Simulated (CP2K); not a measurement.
The system is PtSe2 (Sudovikovite).

```xyz
3
Lattice="3.7240 0.0000 0.0000 -1.8620 3.2251 0.0000 0.0000 0.0000 5.0620" Properties=species:S:1:pos:R:3 pbc="T T T"
Pt    0.0000    0.0000    0.0000
Se    1.8620    1.0750    3.7965
Se    0.0000    2.1501    1.2655
```

Program: CP2K 2026.2. Alike in all runs: task band structure; no spin polarisation; cell as given; k mesh 8 × 8 × 5.

Task: Order these runs on this cell by their pressure, lowest first.
A. level LDA; potentials or basis GTH_POTENTIALS Pt GTH-PADE-q18, Se GTH-PADE-q6; TZVP-MOLOPT-PBE-GTH basis; smearing fermi-dirac 0.01 eV; EPS_DEFAULT 1.0E-9; NGRIDS 4; points a segment of the path (NPOINTS) 8; bands added on the path 4; CUTOFF of the grids 450 Ry
B. level r2SCAN; potentials or basis POTENTIAL_UZH Pt GTH-SCAN-q18, Se GTH-SCAN-q6; TZVP-MOLOPT-SCAN-GTH basis; smearing fermi-dirac 0.0259 eV; EPS_DEFAULT 1.0E-9; NGRIDS 4; points a segment of the path (NPOINTS) 10; bands added on the path 6; CUTOFF of the grids 675 Ry
C. level PBE; potentials or basis POTENTIAL_UZH Pt GTH-PBE-q18, Se GTH-PBE-q6; TZVP-MOLOPT-PBE-GTH basis; smearing fermi-dirac 0.0259 eV; EPS_DEFAULT 1.0E-10; NGRIDS 5; points a segment of the path (NPOINTS) 8; bands added on the path 2; CUTOFF of the grids 450 Ry

Result: A (-3.1 GPa), B (6.0 GPa), C (8.5 GPa).

Caveats: the basis of atomic orbitals isn't converged, which shifts pressures, moduli and gaps.
